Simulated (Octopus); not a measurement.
Crystal: HfO2.

```
CELL_PARAMETERS angstrom
0.00000 2.55750 2.55750
2.55750 0.00000 2.55750
2.55750 2.55750 0.00000
ATOMIC_POSITIONS crystal
Hf 0.00000 0.00000 0.00000
O 0.75000 0.75000 0.75000
O 0.25000 0.25000 0.25000
```

Measurements of this composition are mostly on another form, of space group No. 14.

Base run:

| Quantity | Value |
| --- | --- |
| Program | Octopus 16.4 |
| Functional | PBE |
| Potentials or basis | pseudodojo_pbe (PseudoDojo 0.5, PBE) |
| Grid spacing | 0.134 Å |
| k mesh | 9 × 9 × 9 |
| Occupations | fermi-dirac, width 0.05 eV |
| Spin | no spin polarisation |

Its results: band gap on the k mesh 3.87 eV, indirect (least direct gap 3.99 eV).

Question: The run is repeated on the same cell with these changes: functional from PBE to PBEsol; potentials or basis from pseudodojo_pbe (PseudoDojo 0.5, PBE) to pseudodojo_pbesol (PseudoDojo 0.4, PBEsol). What comes out?

Answer: Band gap on the k mesh 3.75 eV, indirect (least direct gap 3.87 eV).

Caveats: spin-orbit coupling is left out, which moves the levels of the heavy elements; an odd mesh through Γ misses points on the zone boundary, where band edges often lie.

Not every run made on this cell is shown here.
